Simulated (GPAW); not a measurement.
# Ti (Im-3m) in GPAW: convergence with plane-wave cutoff (eV), part 2 of 2

GPAW 26.7.0. Earlier steps stand in the parts before.

## 3. With plane-wave cutoff (eV) 300

File run.py:

```python
import json
import numpy as np
import spglib
from ase import Atoms
from ase.constraints import FixSymmetry
from ase.filters import FrechetCellFilter
from ase.io import read, write
from ase.optimize import BFGS
from ase.stress import full_3x3_to_voigt_6_stress, voigt_6_to_full_3x3_strain, voigt_6_to_full_3x3_stress
from ase.units import GPa
from gpaw import GPAW, PW

atoms = read('Ti.cif')
cell, positions, numbers = spglib.find_primitive(
    (atoms.cell[:], atoms.get_scaled_positions(), atoms.numbers), symprec=1e-4)
atoms = Atoms(numbers, cell=cell, scaled_positions=positions, pbc=True)

calc = GPAW(mode=PW(300),
            xc='MGGA_X_R2SCAN+MGGA_C_R2SCAN',
            kpts={'size': (8, 8, 8), 'gamma': True},
            occupations={'name': 'fermi-dirac', 'width': 0.05},
            nbands=14,
            convergence={'density': 1e-06, 'eigenstates': 1e-09},
            maxiter=150,
            txt='gpaw.txt')
atoms.calc = calc
atoms.set_constraint(FixSymmetry(atoms))
BFGS(FrechetCellFilter(atoms), trajectory='relax.traj', logfile='-').run(fmax=0.005, steps=40)
atoms.set_constraint()
energy = atoms.get_potential_energy()
forces = atoms.get_forces()
stress = atoms.get_stress()
calc.write('gs.gpw')
write('result.traj', atoms)
print('Cell:', atoms.cell.cellpar().round(4))
print(atoms.get_scaled_positions().round(5))

gpts = tuple(int(n) for n in calc.get_number_of_grid_points())
cell = atoms.cell[:].T
dataset = spglib.get_symmetry((atoms.cell[:], atoms.get_scaled_positions(), atoms.numbers), symprec=1e-4)
rotations = [cell @ w @ np.linalg.inv(cell) for w in dataset['rotations']]
strains, clamped, relaxed = [], [], []
for v in [0, 3]:
    for e in (-0.01, 0.01):
        voigt = np.zeros(6)
        voigt[v] = e
        F = voigt_6_to_full_3x3_strain(voigt)
        a = atoms.copy()
        a.set_cell(atoms.cell[:] @ F, scale_atoms=True)
        c = GPAW(mode=PW(300),
                 xc='MGGA_X_R2SCAN+MGGA_C_R2SCAN',
                 kpts={'size': (8, 8, 8), 'gamma': True},
                 occupations={'name': 'fermi-dirac', 'width': 0.05},
                 nbands=14,
                 convergence={'density': 1e-06, 'eigenstates': 1e-09},
                 maxiter=150,
                 gpts=gpts,
                 txt=f'strain-{v}{e:+.3f}.txt')
        a.calc = c
        s0 = s1 = a.get_stress() - stress
        print(v, e, 'clamped', (s0 / GPa).round(3), 'relaxed', (s1 / GPa).round(3), flush=True)
        for R in rotations:  # images under the point group
            eps = R @ (F - np.eye(3)) @ R.T
            strains.append(full_3x3_to_voigt_6_stress(eps) * [1, 1, 1, 2, 2, 2])
            for s, rows in ((s0, clamped), (s1, relaxed)):
                rows.append(full_3x3_to_voigt_6_stress(R @ voigt_6_to_full_3x3_stress(s) @ R.T))

C0, C = (np.linalg.lstsq(np.array(strains), np.array(s), rcond=None)[0].T / GPa for s in (clamped, relaxed))
print('Clamped-ion Cij (GPa):')
print(C0.round(1))
print('Relaxed-ion Cij (GPa):')
print(C.round(1))
json.dump({'clamped': C0.tolist(), 'relaxed': C.tolist()}, open('elastic.json', 'w'))
```

File Ti.cif:

```cif
data_Ti
_cell_length_a 3.28200000
_cell_length_b 3.28200000
_cell_length_c 3.28200000
_cell_angle_alpha 90.00000000
_cell_angle_beta 90.00000000
_cell_angle_gamma 90.00000000
_space_group_name_H-M_alt 'Im-3m'
_space_group_name_Hall '-I 4 2 3'
_space_group_IT_number 229
loop_
_space_group_symop_operation_xyz
'x,y,z'
'-x,-y,-z'
'-y,x,z'
'y,-x,-z'
'-x,-y,z'
'x,y,-z'
'y,-x,z'
'-y,x,-z'
'x,-y,-z'
'-x,y,z'
'-y,-x,-z'
'y,x,z'
'-x,y,-z'
'x,-y,z'
'y,x,-z'
'-y,-x,z'
'z,x,y'
'-z,-x,-y'
'z,-y,x'
'-z,y,-x'
'z,-x,-y'
'-z,x,y'
'z,y,-x'
'-z,-y,x'
'-z,x,-y'
'z,-x,y'
'-z,-y,-x'
'z,y,x'
'-z,-x,y'
'z,x,-y'
'-z,y,x'
'z,-y,-x'
'y,z,x'
'-y,-z,-x'
'x,z,-y'
'-x,-z,y'
'-y,z,-x'
'y,-z,x'
'-x,z,y'
'x,-z,-y'
'-y,-z,x'
'y,z,-x'
'-x,-z,-y'
'x,z,y'
'y,-z,-x'
'-y,z,x'
'x,-z,y'
'-x,z,-y'
'x+1/2,y+1/2,z+1/2'
'-x+1/2,-y+1/2,-z+1/2'
'-y+1/2,x+1/2,z+1/2'
'y+1/2,-x+1/2,-z+1/2'
'-x+1/2,-y+1/2,z+1/2'
'x+1/2,y+1/2,-z+1/2'
'y+1/2,-x+1/2,z+1/2'
'-y+1/2,x+1/2,-z+1/2'
'x+1/2,-y+1/2,-z+1/2'
'-x+1/2,y+1/2,z+1/2'
'-y+1/2,-x+1/2,-z+1/2'
'y+1/2,x+1/2,z+1/2'
'-x+1/2,y+1/2,-z+1/2'
'x+1/2,-y+1/2,z+1/2'
'y+1/2,x+1/2,-z+1/2'
'-y+1/2,-x+1/2,z+1/2'
'z+1/2,x+1/2,y+1/2'
'-z+1/2,-x+1/2,-y+1/2'
'z+1/2,-y+1/2,x+1/2'
'-z+1/2,y+1/2,-x+1/2'
'z+1/2,-x+1/2,-y+1/2'
'-z+1/2,x+1/2,y+1/2'
'z+1/2,y+1/2,-x+1/2'
'-z+1/2,-y+1/2,x+1/2'
'-z+1/2,x+1/2,-y+1/2'
'z+1/2,-x+1/2,y+1/2'
'-z+1/2,-y+1/2,-x+1/2'
'z+1/2,y+1/2,x+1/2'
'-z+1/2,-x+1/2,y+1/2'
'z+1/2,x+1/2,-y+1/2'
'-z+1/2,y+1/2,x+1/2'
'z+1/2,-y+1/2,-x+1/2'
'y+1/2,z+1/2,x+1/2'
'-y+1/2,-z+1/2,-x+1/2'
'x+1/2,z+1/2,-y+1/2'
'-x+1/2,-z+1/2,y+1/2'
'-y+1/2,z+1/2,-x+1/2'
'y+1/2,-z+1/2,x+1/2'
'-x+1/2,z+1/2,y+1/2'
'x+1/2,-z+1/2,-y+1/2'
'-y+1/2,-z+1/2,x+1/2'
'y+1/2,z+1/2,-x+1/2'
'-x+1/2,-z+1/2,-y+1/2'
'x+1/2,z+1/2,y+1/2'
'y+1/2,-z+1/2,-x+1/2'
'-y+1/2,z+1/2,x+1/2'
'x+1/2,-z+1/2,y+1/2'
'-x+1/2,z+1/2,-y+1/2'
loop_
_atom_site_label
_atom_site_type_symbol
_atom_site_symmetry_multiplicity
_atom_site_Wyckoff_symbol
_atom_site_fract_x
_atom_site_fract_y
_atom_site_fract_z
_atom_site_occupancy
Ti1 Ti 2 a 0.0000000000 0.0000000000 0.0000000000 1
```

Potentials or basis: GPAW PAW data sets (gpaw-data 1.2.1), pw.

Command:

```
> OMP_NUM_THREADS=1 python run.py
```

Wall time 2.4 min (1 thread of Intel Xeon Platinum 8375C at 2.90GHz (Ice Lake), shared host); peak memory 0.51 GiB.

Results:

- Free energy: -10.9754 eV
- Relaxed volume: 16.46 Å³/atom
- Relaxed cell: a = 2.776 Å, b = 2.776 Å, c = 2.776 Å, α = 109.47°, β = 109.47°, γ = 109.47°
- Space group after relaxing (to 0.05 Å): Im-3m (No. 229)
- Pressure after relaxing: 0.0 GPa
- Band gap on the k mesh: none (metal or under the smearing width)
- Elastic constants C11, C12, C44: 111, 134, 63 GPa
- Voigt bulk modulus: 127 GPa

## 4. With plane-wave cutoff (eV) 370

run.py, as its differences from that of step 3:

```diff
@@ -17,3 +17,3 @@
 
-calc = GPAW(mode=PW(300),
+calc = GPAW(mode=PW(370),
             xc='MGGA_X_R2SCAN+MGGA_C_R2SCAN',
@@ -49,3 +49,3 @@
         a.set_cell(atoms.cell[:] @ F, scale_atoms=True)
-        c = GPAW(mode=PW(300),
+        c = GPAW(mode=PW(370),
                  xc='MGGA_X_R2SCAN+MGGA_C_R2SCAN',
```

Ti.cif is that of step 3.

Command:

```
> OMP_NUM_THREADS=1 python run.py
```

Run time: 3.1 min. Hardware: 1 thread of Intel Xeon Platinum 8375C at 2.90GHz (Ice Lake), shared host; peak memory 0.53 GiB.

What came out:

- Free energy: -11.1598 eV
- Relaxed volume: 16.70 Å³/atom
- Relaxed cell: a = 2.789 Å, b = 2.789 Å, c = 2.789 Å, α = 109.47°, β = 109.47°, γ = 109.47°
- Space group after relaxing (to 0.05 Å): Im-3m (No. 229)
- Pressure after relaxing: 0.0 GPa
- Band gap on the k mesh: none (metal or under the smearing width)
- Elastic constants C11, C12, C44: 106, 132, 58 GPa
- Voigt bulk modulus: 123 GPa

## 5. With plane-wave cutoff (eV) 450

run.py, as its differences from that of step 4:

```diff
@@ -17,3 +17,3 @@
 
-calc = GPAW(mode=PW(370),
+calc = GPAW(mode=PW(450),
             xc='MGGA_X_R2SCAN+MGGA_C_R2SCAN',
@@ -49,3 +49,3 @@
         a.set_cell(atoms.cell[:] @ F, scale_atoms=True)
-        c = GPAW(mode=PW(370),
+        c = GPAW(mode=PW(450),
                  xc='MGGA_X_R2SCAN+MGGA_C_R2SCAN',
```

Ti.cif is that of step 4.

Command:

```
> OMP_NUM_THREADS=1 python run.py
```

Run time: 2.7 min. Hardware: 1 thread of Intel Xeon Platinum 8375C at 2.90GHz (Ice Lake), shared host; peak memory 0.54 GiB.

The run converged. Its results:

```yaml
Free_energy: -11.2255 eV
Relaxed_volume: 17.12 Å³/atom
Relaxed_cell: a = 2.812 Å, b = 2.812 Å, c = 2.812 Å, α = 109.47°, β = 109.47°, γ = 109.47°
Space_group_after_relaxing_to_0.05_Å: Im-3m (No. 229)
Pressure_after_relaxing: 0.0 GPa
Band_gap_on_the_k_mesh: none (metal or under the smearing width)
Elastic_constants_C11_C12_C44: 91, 125, 50 GPa
Voigt_bulk_modulus: 113 GPa
```

## 6. With plane-wave cutoff (eV) 530

run.py, as its differences from that of step 5:

```diff
@@ -17,3 +17,3 @@
 
-calc = GPAW(mode=PW(450),
+calc = GPAW(mode=PW(530),
             xc='MGGA_X_R2SCAN+MGGA_C_R2SCAN',
@@ -49,3 +49,3 @@
         a.set_cell(atoms.cell[:] @ F, scale_atoms=True)
-        c = GPAW(mode=PW(450),
+        c = GPAW(mode=PW(530),
                  xc='MGGA_X_R2SCAN+MGGA_C_R2SCAN',
```

Ti.cif is that of step 5.

Potentials or basis: GPAW PAW data sets (gpaw-data 1.2.1), pw.

Command:

```
> OMP_NUM_THREADS=1 python run.py
```

It took 3.4 min on 1 thread of Intel Xeon Platinum 8375C at 2.90GHz (Ice Lake), shared host; peak memory 0.61 GiB.

The run converged. Its results:

```
Free energy                            : -11.2390 eV
Relaxed volume                         : 17.13 Å³/atom
Relaxed cell                           : a = 2.813 Å, b = 2.813 Å, c = 2.813 Å, α = 109.47°, β = 109.47°, γ = 109.47°
Space group after relaxing (to 0.05 Å) : Im-3m (No. 229)
Pressure after relaxing                : 0.0 GPa
Band gap on the k mesh                 : none (metal or under the smearing width)
Elastic constants C11, C12, C44        : 89, 124, 49 GPa
Voigt bulk modulus                     : 113 GPa
```

## 7. With plane-wave cutoff (eV) 600

run.py, as its differences from that of step 6:

```diff
@@ -17,3 +17,3 @@
 
-calc = GPAW(mode=PW(530),
+calc = GPAW(mode=PW(600),
             xc='MGGA_X_R2SCAN+MGGA_C_R2SCAN',
@@ -49,3 +49,3 @@
         a.set_cell(atoms.cell[:] @ F, scale_atoms=True)
-        c = GPAW(mode=PW(530),
+        c = GPAW(mode=PW(600),
                  xc='MGGA_X_R2SCAN+MGGA_C_R2SCAN',
```

Ti.cif is that of step 6.

Command:

```
> OMP_NUM_THREADS=1 python run.py
```

It took 4.2 min on 1 thread of Intel Xeon Platinum 8375C at 2.90GHz (Ice Lake), shared host; peak memory 0.57 GiB.

The run converged. Its results:

```yaml
Free_energy: -11.2525 eV
Relaxed_volume: 17.09 Å³/atom
Relaxed_cell: a = 2.811 Å, b = 2.811 Å, c = 2.811 Å, α = 109.47°, β = 109.47°, γ = 109.47°
Space_group_after_relaxing_to_0.05_Å: Im-3m (No. 229)
Pressure_after_relaxing: 0.0 GPa
Band_gap_on_the_k_mesh: none (metal or under the smearing width)
Elastic_constants_C11_C12_C44: 90, 125, 50 GPa
Voigt_bulk_modulus: 113 GPa
```

## 8. With plane-wave cutoff (eV) 720

run.py, as its differences from that of step 7:

```diff
@@ -17,3 +17,3 @@
 
-calc = GPAW(mode=PW(600),
+calc = GPAW(mode=PW(720),
             xc='MGGA_X_R2SCAN+MGGA_C_R2SCAN',
@@ -49,3 +49,3 @@
         a.set_cell(atoms.cell[:] @ F, scale_atoms=True)
-        c = GPAW(mode=PW(600),
+        c = GPAW(mode=PW(720),
                  xc='MGGA_X_R2SCAN+MGGA_C_R2SCAN',
```

Ti.cif is that of step 7.

Command:

```
> OMP_NUM_THREADS=1 python run.py
```

Wall time 6.5 min (1 thread of Intel Xeon Platinum 8375C at 2.90GHz (Ice Lake), shared host); peak memory 0.59 GiB.

It converged, with:

```yaml
Free_energy: -11.2760 eV
Relaxed_volume: 17.12 Å³/atom
Relaxed_cell: a = 2.812 Å, b = 2.812 Å, c = 2.812 Å, α = 109.47°, β = 109.47°, γ = 109.47°
Space_group_after_relaxing_to_0.05_Å: Im-3m (No. 229)
Pressure_after_relaxing: 0.0 GPa
Band_gap_on_the_k_mesh: none (metal or under the smearing width)
Elastic_constants_C11_C12_C44: 90, 124, 49 GPa
Voigt_bulk_modulus: 113 GPa
```

## 9. Result

```
plane-wave cutoff (eV)  energy less the tightest run, at zero smearing (meV/atom)  pressure (GPa)  SCF cycles  CPU time (s)  peak memory (GiB)
                   240                                                     440.70            0.03          11           130               0.57
                   300                                                     299.67            0.00          11           140               0.51
                   370                                                     115.58           -0.02          11           180               0.53
                   450                                                      50.46            0.00          11           160               0.54
                   530                                                      36.97            0.03          11           190               0.61
                   600                                                      23.50            0.00          11           230               0.57
                   720                                                       0.00            0.00          11           380               0.59
```

Against the tightest run, the pressure stays within 0.1 GPa from 240 on. Not settled before the last step: the energy (to 1 meV/atom). The tightest run that finished is the yardstick and may itself not be fully converged.

Caveats: the density grid can change from cell to cell, which puts small steps into energies and stress; the elastic tensor has a negative eigenvalue, so either the cell is unstable as it stands or the mesh is too thin; the PAW data sets were made with another functional, which shifts forces and pressure a little.
